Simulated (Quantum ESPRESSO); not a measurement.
# MoS2 in Quantum ESPRESSO: further runs

Aim: see how the results for MoS2 move with the level of theory and the settings. Levels: PBEsol, LDA. Tasks: band structure.

Program: Quantum ESPRESSO 7.5. These are calculated values, not measurements. Logs are shortened: lines on timing, memory, paths and dates and some standing lists are left out, and cuts for length are marked.

## (1) The slab as given

The cell holds a slab with vacuum, 6 atoms: a = 3.185 Å, b = 3.185 Å, c = 21.671 Å, α = 90.00°, β = 90.00°, γ = 120.00°.

## (2) Band structure, PBEsol

File pw.in:

```
&CONTROL
  calculation = 'scf'
  prefix = 'pwscf'
  outdir = './tmp'
  pseudo_dir = './pseudo'
  tprnfor = .true.
  tstress = .true.
  disk_io = 'low'
/
&SYSTEM
  ibrav = 0
  celldm(1) = 8
  nat = 6
  ntyp = 2
  ecutwfc = 45
  ecutrho = 360
  nbnd = 36
  occupations = 'smearing'
  smearing = 'fd'
  degauss = 0.00367493
/
&ELECTRONS
  conv_thr = 1.2d-09
  electron_maxstep = 120
  mixing_beta = 0.5
/
ATOMIC_SPECIES
Mo    95.9500 mo_pbesol_v1.uspp.F.UPF
S     32.0600 s_pbesol_v1.4.uspp.F.UPF
CELL_PARAMETERS alat
  0.7522388980446   0.0000000000000   0.0000000000000
 -0.3761194490223   0.6514579954213   0.0000000000000
  0.0000000000000   0.0000000000000   5.1189219493742
ATOMIC_POSITIONS crystal
Mo     0.3333333333    0.6666666667    0.8511602300
Mo     0.6666666667    0.3333333333    0.1488397700
S      0.6666666667    0.3333333333    0.7796253900
S      0.3333333333    0.6666666667    0.0772510000
S      0.6666666667    0.3333333333    0.9227490000
S      0.3333333333    0.6666666667    0.2203746100
K_POINTS automatic
10 10 2 0 0 0
```

File bands.in:

```
&CONTROL
  calculation = 'bands'
  prefix = 'pwscf'
  outdir = './tmp'
  pseudo_dir = './pseudo'
  disk_io = 'low'
  verbosity = 'high'
/
&SYSTEM
  ibrav = 0
  celldm(1) = 8
  nat = 6
  ntyp = 2
  ecutwfc = 45
  ecutrho = 360
  nbnd = 36
  occupations = 'smearing'
  smearing = 'fd'
  degauss = 0.00367493
/
&ELECTRONS
  conv_thr = 1d-08
  electron_maxstep = 120
  mixing_beta = 0.5
  diago_full_acc = .true.
  startingwfc = 'random'
/
ATOMIC_SPECIES
Mo    95.9500 mo_pbesol_v1.uspp.F.UPF
S     32.0600 s_pbesol_v1.4.uspp.F.UPF
CELL_PARAMETERS alat
  0.7522388980446   0.0000000000000   0.0000000000000
 -0.3761194490223   0.6514579954213   0.0000000000000
  0.0000000000000   0.0000000000000   5.1189219493742
ATOMIC_POSITIONS crystal
Mo     0.3333333333    0.6666666667    0.8511602300
Mo     0.6666666667    0.3333333333    0.1488397700
S      0.6666666667    0.3333333333    0.7796253900
S      0.3333333333    0.6666666667    0.0772510000
S      0.6666666667    0.3333333333    0.9227490000
S      0.3333333333    0.6666666667    0.2203746100
K_POINTS crystal
61
 0.0000000000  0.0000000000  0.0000000000 1
 0.0555555556  0.0000000000  0.0000000000 1
 0.1111111111  0.0000000000  0.0000000000 1
 0.1666666667  0.0000000000  0.0000000000 1
 0.2222222222  0.0000000000  0.0000000000 1
 0.2777777778  0.0000000000  0.0000000000 1
 0.3333333333  0.0000000000  0.0000000000 1
 0.3888888889  0.0000000000  0.0000000000 1
 0.4444444444  0.0000000000  0.0000000000 1
 0.5000000000  0.0000000000  0.0000000000 1
 0.4666666667  0.0666666667  0.0000000000 1
 0.4333333333  0.1333333333  0.0000000000 1
 0.4000000000  0.2000000000  0.0000000000 1
 0.3666666667  0.2666666667  0.0000000000 1
 0.3333333333  0.3333333333  0.0000000000 1
 0.3030303030  0.3030303030  0.0000000000 1
 0.2727272727  0.2727272727  0.0000000000 1
 0.2424242424  0.2424242424  0.0000000000 1
 0.2121212121  0.2121212121  0.0000000000 1
 0.1818181818  0.1818181818  0.0000000000 1
 0.1515151515  0.1515151515  0.0000000000 1
 0.1212121212  0.1212121212  0.0000000000 1
 0.0909090909  0.0909090909  0.0000000000 1
 0.0606060606  0.0606060606  0.0000000000 1
 0.0303030303  0.0303030303  0.0000000000 1
 0.0000000000  0.0000000000  0.0000000000 1
 0.0000000000  0.0000000000  0.5000000000 1
 0.0500000000  0.0000000000  0.5000000000 1
 0.1000000000  0.0000000000  0.5000000000 1
 0.1500000000  0.0000000000  0.5000000000 1
 0.2000000000  0.0000000000  0.5000000000 1
 0.2500000000  0.0000000000  0.5000000000 1
 0.3000000000  0.0000000000  0.5000000000 1
 0.3500000000  0.0000000000  0.5000000000 1
 0.4000000000  0.0000000000  0.5000000000 1
 0.4500000000  0.0000000000  0.5000000000 1
 0.5000000000  0.0000000000  0.5000000000 1
 0.4722222222  0.0555555556  0.5000000000 1
 0.4444444444  0.1111111111  0.5000000000 1
 0.4166666667  0.1666666667  0.5000000000 1
 0.3888888889  0.2222222222  0.5000000000 1
 0.3611111111  0.2777777778  0.5000000000 1
 0.3333333333  0.3333333333  0.5000000000 1
 0.3095238095  0.3095238095  0.5000000000 1
 0.2857142857  0.2857142857  0.5000000000 1
 0.2619047619  0.2619047619  0.5000000000 1
 0.2380952381  0.2380952381  0.5000000000 1
 0.2142857143  0.2142857143  0.5000000000 1
 0.1904761905  0.1904761905  0.5000000000 1
 0.1666666667  0.1666666667  0.5000000000 1
 0.1428571429  0.1428571429  0.5000000000 1
 0.1190476190  0.1190476190  0.5000000000 1
 0.0952380952  0.0952380952  0.5000000000 1
 0.0714285714  0.0714285714  0.5000000000 1
 0.0476190476  0.0476190476  0.5000000000 1
 0.0238095238  0.0238095238  0.5000000000 1
 0.0000000000  0.0000000000  0.5000000000 1
 0.5000000000  0.0000000000  0.5000000000 1
 0.5000000000  0.0000000000  0.0000000000 1
 0.3333333333  0.3333333333  0.0000000000 1
 0.3333333333  0.3333333333  0.5000000000 1
```

Potentials or basis: GBRV 1.5 PBEsol.

The run is started by

```sh
> OMP_NUM_THREADS=1 mpirun -n 2 pw.x -nk 2 -in pw.in > pw.out
> OMP_NUM_THREADS=1 mpirun -n 2 pw.x -nk 2 -in bands.in > bands.out
```

pw.out:

```text
This program is part of the open-source Quantum ESPRESSO suite
     for quantum simulation of materials; please cite
         "P. Giannozzi et al., J. Phys.:Condens. Matter 21 395502 (2009);
         "P. Giannozzi et al., J. Phys.:Condens. Matter 29 465901 (2017);
         "P. Giannozzi et al., J. Chem. Phys. 152 154105 (2020);
     in publications or presentations arising from this work. More details at

     Message from routine setup:
     using ibrav=0 with symmetry is DISCOURAGED, use correct ibrav instead

     K-points division:     npool     =       2
     Subspace diagonalization in iterative solution of the eigenvalue problem:
     a serial algorithm will be used

     G-vector sticks info
     --------------------
     sticks:   dense  smooth     PW     G-vecs:    dense   smooth      PW
     Sum         913     439    139               148147    52273    8549

     Using Slab Decomposition

     bravais-lattice index     =            0
     lattice parameter (alat)  =       8.0000  a.u.
     unit-cell volume          =    1284.3715 (a.u.)^3
     number of atoms/cell      =            6
     number of atomic types    =            2
     number of electrons       =        52.00
     number of Kohn-Sham states=           36
     kinetic-energy cutoff     =      45.0000  Ry
     charge density cutoff     =     360.0000  Ry
     scf convergence threshold =      1.2E-09
     mixing beta               =       0.5000
     number of iterations used =            8  plain     mixing
     Exchange-correlation= SLA  PW   PSX  PSC
                           (   1   4  10   8   0   0   0)

     celldm(1)=   8.000000  celldm(2)=   0.000000  celldm(3)=   0.000000
     celldm(4)=   0.000000  celldm(5)=   0.000000  celldm(6)=   0.000000

     crystal axes: (cart. coord. in units of alat)
               a(1) = (   0.752239   0.000000   0.000000 )
               a(2) = (  -0.376119   0.651458   0.000000 )
               a(3) = (   0.000000   0.000000   5.118922 )

     reciprocal axes: (cart. coord. in units 2 pi/alat)
               b(1) = (  1.329365  0.767509 -0.000000 )
               b(2) = (  0.000000  1.535018  0.000000 )
               b(3) = (  0.000000 -0.000000  0.195354 )

     PseudoPot. # 1 for Mo read from file:
     mo_pbesol_v1.uspp.F.UPF
     Pseudo is Ultrasoft + core correction, Zval = 14.0
     Generated by new atomic code, or converted to UPF format
     Using radial grid of  889 points,  6 beta functions with:
                l(1) =   0
                l(2) =   0
                l(3) =   1
                l(4) =   1
                l(5) =   2
                l(6) =   2
     Q(r) pseudized with  6 coefficients,  rinner =    1.000   1.000   1.000
                                                       1.000   1.000

     PseudoPot. # 2 for S  read from file:
     s_pbesol_v1.4.uspp.F.UPF
     Pseudo is Ultrasoft + core correction, Zval =  6.0
     Generated by new atomic code, or converted to UPF format
     Using radial grid of  907 points,  6 beta functions with:
                l(1) =   0
                l(2) =   0
                l(3) =   1
                l(4) =   1
                l(5) =   2
                l(6) =   2
     Q(r) pseudized with  8 coefficients,  rinner =    1.300   1.300   1.300
                                                       1.300   1.300

     atomic species   valence    mass     pseudopotential
     Mo               14.00    95.95000     Mo( 1.00)
     S                 6.00    32.06000     S ( 1.00)

     12 Sym. Ops., with inversion, found

   Cartesian axes

     site n.     atom                  positions (alat units)
         1        Mo     tau(   1) = (  -0.0000000   0.4343053   4.3570228  )
         2        Mo     tau(   2) = (   0.3761194   0.2171527   0.7618992  )
         3        S      tau(   3) = (   0.3761194   0.2171527   3.9908415  )
         4        S      tau(   4) = (  -0.0000000   0.4343053   0.3954418  )
         5        S      tau(   5) = (   0.3761194   0.2171527   4.7234801  )
         6        S      tau(   6) = (  -0.0000000   0.4343053   1.1280804  )

     number of k points=    28  Fermi-Dirac smearing, width (Ry)=  0.0037
                       cart. coord. in units 2pi/alat
        k(    1) = (   0.0000000   0.0000000   0.0000000), wk =   0.0100000
        k(    2) = (   0.0000000   0.0000000  -0.0976768), wk =   0.0100000
        k(    3) = (   0.0000000   0.1535018   0.0000000), wk =   0.0600000
        k(    4) = (   0.0000000   0.1535018  -0.0976768), wk =   0.0600000
        k(    5) = (   0.0000000   0.3070037   0.0000000), wk =   0.0600000
        k(    6) = (   0.0000000   0.3070037  -0.0976768), wk =   0.0600000
[... 20 lines left out ...]
        k(   27) = (   0.3988095   0.6907583   0.0000000), wk =   0.0600000
        k(   28) = (   0.3988095   0.6907583  -0.0976768), wk =   0.0600000

     Dense  grid:   148147 G-vectors     FFT dimensions: (  40,  40, 250)

     Smooth grid:    52273 G-vectors     FFT dimensions: (  25,  25, 180)

     Initial potential from superposition of free atoms

     starting charge      51.9979, renormalised to      52.0000

     negative rho (up, down):  6.776E-04 0.000E+00
     Starting wfcs are   42 randomized atomic wfcs

     Self-consistent Calculation

     iteration #  1     ecut=    45.00 Ry     beta= 0.50
     Davidson diagonalization with overlap
     ethr =  1.00E-02,  avg # of iterations =  4.2

     Threshold (ethr) on eigenvalues was too large:
     Diagonalizing with lowered threshold

     Davidson diagonalization with overlap
     ethr =  3.26E-04,  avg # of iterations =  3.8

     negative rho (up, down):  7.010E-04 0.000E+00

     total energy              =    -375.09368669 Ry
     estimated scf accuracy    <       0.21192872 Ry

     iteration #  2     ecut=    45.00 Ry     beta= 0.50
     Davidson diagonalization with overlap
     ethr =  4.08E-04,  avg # of iterations =  6.0
[... 78 lines left out ...]
     iteration # 11     ecut=    45.00 Ry     beta= 0.50
     Davidson diagonalization with overlap
     ethr =  5.05E-11,  avg # of iterations =  2.0

     negative rho (up, down):  6.785E-04 0.000E+00

     End of self-consistent calculation

          k = 0.0000 0.0000 0.0000 (  6531 PWs)   bands (ev):

   -57.6415 -57.6415 -31.8096 -31.8096 -31.5998 -31.5998 -31.5998 -31.5998
   -10.9992 -10.9278  -9.6628  -9.5409  -2.7022  -2.3576   0.4651   0.4651
     0.4681   0.4681   0.9949   1.5895   1.5895   1.6004   1.6004   1.8134
     3.0264   3.5255   5.9035   5.9035   5.9108   5.9108   6.1808   6.1808
     6.2246   6.2246   8.3785   8.8464

          k = 0.0000 0.0000-0.0977 (  6520 PWs)   bands (ev):
[... 65 lines left out ...]
   -57.6074 -57.6074 -31.9403 -31.9402 -31.7408 -31.7408 -31.6785 -31.6784
    -9.3281  -9.2853  -8.9766  -8.9316  -2.5074  -2.4136  -1.4934  -1.3963
    -0.9408  -0.7385   0.0410   0.0601   1.3214   1.4688   1.9722   2.0132
     2.2331   2.3230   5.3312   5.3584   5.6166   5.8035   6.6970   7.0340
     7.3700   7.4845   9.7597  10.0299

          k = 0.0000-0.7675 0.0000 (  6542 PWs)   bands (ev):

   -57.6038 -57.6038 -31.9752 -31.9751 -31.7335 -31.7335 -31.6867 -31.6867
    -9.0922  -9.0638  -8.8834  -8.8587  -2.7211  -2.6327  -1.7091  -1.6359
    -1.0446  -0.8464  -0.0758  -0.0562   1.2736   1.3451   2.1182   2.1685
     2.4782   2.5127   5.3671   5.3804   5.8549   5.9424   6.8424   7.1833
     7.4421   7.5684   9.1370   9.2844

          k = 0.0000-0.7675-0.0977 (  6532 PWs)   bands (ev):

   -57.6038 -57.6038 -31.9752 -31.9752 -31.7335 -31.7335 -31.6867 -31.6867
    -9.0922  -9.0638  -8.8834  -8.8587  -2.7211  -2.6327  -1.7091  -1.6359
    -1.0446  -0.8463  -0.0758  -0.0562   1.2736   1.3451   2.1182   2.1685
     2.4782   2.5127   5.3671   5.3804   5.8549   5.9424   6.8424   7.1833
     7.4421   7.5684   9.1371   9.2844

          k = 0.1329 0.2303 0.0000 (  6595 PWs)   bands (ev):

   -57.6314 -57.6314 -31.7893 -31.7893 -31.7002 -31.7001 -31.6260 -31.6260
   -10.5705 -10.5015  -9.4835  -9.3779  -2.2577  -1.9273  -0.3205  -0.3186
     0.0796   0.3861   0.8083   0.8382   0.8842   0.8914   2.0716   2.3894
     2.7992   2.9778   5.3326   5.5368   5.5774   5.7330   5.7377   5.8338
     6.6110   6.6611   8.9901   9.4959
[... 115 lines left out ...]
   -57.5998 -57.5998 -31.8987 -31.8987 -31.8150 -31.8150 -31.7254 -31.7254
    -8.8594  -8.8455  -8.7402  -8.7274  -2.2587  -2.2155  -1.7535  -1.7040
    -0.7268  -0.6998  -0.4093  -0.3160   0.1107   0.2495   1.1039   1.2125
     2.9620   3.0100   4.9029   4.9247   6.0706   6.4142   6.5169   6.6145
     7.8811   8.0241  10.0591  10.4092

     the Fermi energy is     4.1571 ev

!    total energy              =    -375.14694249 Ry
     estimated scf accuracy    <          7.5E-10 Ry
     smearing contrib. (-TS)   =      -0.00000001 Ry
     internal energy E=F+TS    =    -375.14694248 Ry

     The total energy is F=E-TS. E is the sum of the following terms:
     one-electron contribution =   -1694.48715020 Ry
     hartree contribution      =     855.82511603 Ry
     xc contribution           =     -71.93477826 Ry
     ewald contribution        =     535.44986995 Ry

     convergence has been achieved in  11 iterations

     negative rho (up, down):  6.785E-04 0.000E+00

     Forces acting on atoms (cartesian axes, Ry/au):

     atom    1 type  1   force =     0.00000000    0.00000000    0.00021529
     atom    2 type  1   force =     0.00000000    0.00000000   -0.00021529
     atom    3 type  2   force =     0.00000000    0.00000000    0.00584121
     atom    4 type  2   force =     0.00000000    0.00000000    0.00518133
     atom    5 type  2   force =    -0.00000000   -0.00000000   -0.00518133
     atom    6 type  2   force =     0.00000000    0.00000000   -0.00584121

     Total force =     0.011046     Total SCF correction =     0.000078

     Computing stress (Cartesian axis) and pressure

     negative rho (up, down):  6.785E-04 0.000E+00
          total   stress  (Ry/bohr**3)                   (kbar)     P=      -20.02
  -0.00017208   0.00000000   0.00000000          -25.31        0.00        0.00
   0.00000000  -0.00017208   0.00000000            0.00      -25.31        0.00
   0.00000000   0.00000000  -0.00006405            0.00        0.00       -9.42

=------------------------------------------------------------------------------=
   JOB DONE.
=------------------------------------------------------------------------------=
```

Run time: 4.2 min. Hardware: 2 MPI ranks of Intel Xeon Platinum 8259CL at 2.50GHz (Skylake/Cascade Lake), shared host; peak memory 0.8 GiB.

What came out:

* Free energy: -5104.1342 eV
* Largest force: 0.150 eV/Å
* Band gap on the k mesh: 1.38 eV, indirect (least direct gap 1.89 eV)
* Band gap along the path: 1.24 eV, indirect (least direct gap 1.64 eV)

Forces in eV/Å, atoms in the order of the input:
```
Mo   0.000  0.000  0.006
Mo   0.000  0.000 -0.006
S    0.000  0.000  0.150
S    0.000  0.000  0.133
S    0.000  0.000 -0.133
S    0.000  0.000 -0.150
```

Levels at the corners of the path, in eV from the valence-band top:
| point | band 24 | band 25 | band 26 | band 27 | band 28 | band 29 |
| --- | --- | --- | --- | --- | --- | --- |
| Γ | -1.71 | -0.50 | 0.00 | 2.38 | 2.38 | 2.39 |
| M | -1.36 | -1.05 | -1.01 | 1.84 | 1.85 | 2.33 |
| K | -2.47 | -0.44 | -0.39 | 1.24 | 1.24 | 2.51 |
| Γ | -1.71 | -0.50 | 0.00 | 2.38 | 2.38 | 2.39 |
| A | -1.71 | -0.50 | 0.00 | 2.38 | 2.38 | 2.39 |
| L | -1.36 | -1.05 | -1.01 | 1.84 | 1.85 | 2.33 |
| H | -2.47 | -0.44 | -0.39 | 1.24 | 1.24 | 2.51 |
| A | -1.71 | -0.50 | 0.00 | 2.38 | 2.38 | 2.39 |
| L | -1.36 | -1.05 | -1.01 | 1.84 | 1.85 | 2.33 |
| M | -1.36 | -1.05 | -1.01 | 1.84 | 1.85 | 2.33 |
| K | -2.47 | -0.44 | -0.39 | 1.24 | 1.24 | 2.51 |
| H | -2.47 | -0.44 | -0.39 | 1.24 | 1.24 | 2.51 |

As with any semilocal functional, this PBEsol gap is likely too small.

## (3) Band structure, LDA

pw.in: that of step 2 with these lines changed.

```diff
@@ -27,4 +27,4 @@
 ATOMIC_SPECIES
-Mo    95.9500 mo_pbesol_v1.uspp.F.UPF
-S     32.0600 s_pbesol_v1.4.uspp.F.UPF
+Mo    95.9500 mo_lda_v1.uspp.F.UPF
+S     32.0600 s_lda_v1.4.uspp.F.UPF
 CELL_PARAMETERS alat
```

bands.in: that of step 2 with these lines changed.

```diff
@@ -28,4 +28,4 @@
 ATOMIC_SPECIES
-Mo    95.9500 mo_pbesol_v1.uspp.F.UPF
-S     32.0600 s_pbesol_v1.4.uspp.F.UPF
+Mo    95.9500 mo_lda_v1.uspp.F.UPF
+S     32.0600 s_lda_v1.4.uspp.F.UPF
 CELL_PARAMETERS alat
```

Potentials or basis: GBRV 1.5 LDA.

The run is started by

```sh
> OMP_NUM_THREADS=1 mpirun -n 2 pw.x -nk 2 -in pw.in > pw.out
> OMP_NUM_THREADS=1 mpirun -n 2 pw.x -nk 2 -in bands.in > bands.out
```

Run time: 4.8 min. Hardware: 2 MPI ranks of Intel Xeon Platinum 8259CL at 2.50GHz (Skylake/Cascade Lake), shared host; peak memory 0.78 GiB.

Results (log left out):

| Quantity | Value |
| --- | --- |
| Free energy | -5112.7277 eV |
| Largest force | 0.376 eV/Å |
| Band gap on the k mesh | 1.36 eV, indirect (least direct gap 1.89 eV) |
| Band gap along the path | 1.23 eV, indirect (least direct gap 1.63 eV) |

Forces on the atoms (eV/Å):
```
Mo   0.000  0.000  0.009
Mo   0.000  0.000 -0.009
S    0.000  0.000  0.376
S    0.000  0.000  0.294
S    0.000  0.000 -0.294
S    0.000  0.000 -0.376
```

Stress tensor (GPa, compression positive):
```
-3.93  0.00  0.00
 0.00 -3.93  0.00
 0.00  0.00 -2.33
```

Levels at the corners of the path, in eV from the valence-band top:
```tsv
point	band 24	band 25	band 26	band 27	band 28	band 29
Γ	-1.71	-0.51	0.00	2.37	2.37	2.38
M	-1.35	-1.04	-1.00	1.83	1.84	2.31
K	-2.45	-0.46	-0.40	1.23	1.23	2.48
Γ	-1.71	-0.51	0.00	2.37	2.37	2.38
A	-1.71	-0.51	0.00	2.37	2.37	2.38
L	-1.35	-1.04	-1.00	1.83	1.84	2.31
H	-2.45	-0.46	-0.40	1.23	1.23	2.48
A	-1.71	-0.51	0.00	2.37	2.37	2.38
L	-1.35	-1.04	-1.00	1.83	1.84	2.31
M	-1.35	-1.04	-1.00	1.83	1.84	2.31
K	-2.45	-0.46	-0.40	1.23	1.23	2.48
H	-2.45	-0.46	-0.40	1.23	1.23	2.48
```

Expect the measured gap to be larger: semilocal functionals such as LDA lack the derivative discontinuity.

## (4) For comparison

An earlier run on the cell as given: functional PBEsol; potentials or basis GBRV 1.5 PBEsol; cutoff 612 eV; density cutoff 4898 eV; k mesh 10 × 10 × 2; occupations fermi-dirac, width 0.05 eV; no spin polarisation.

- Largest force: 0.150 eV/Å
- Band gap on the k mesh: 1.38 eV, indirect (least direct gap 1.89 eV)

## (5) Summary

```tsv
task	level	potentials or basis	form of the LDA correlation	gap on the mesh (eV)	largest force (eV/Å)
band structure	PBEsol	GBRV 1.5 PBEsol	-	1.38	0.15
band structure	LDA	GBRV 1.5 LDA	PZ81	1.36	0.38
single point	PBEsol	GBRV 1.5 PBEsol	-	1.38	0.15
```

Alike in all rows: no spin polarisation; cell as given; k mesh 10 × 10 × 2; cutoff (eV) 612; smearing fermi-dirac 0.05 eV.

Absolute energies hang on the potentials; compare differences alone.
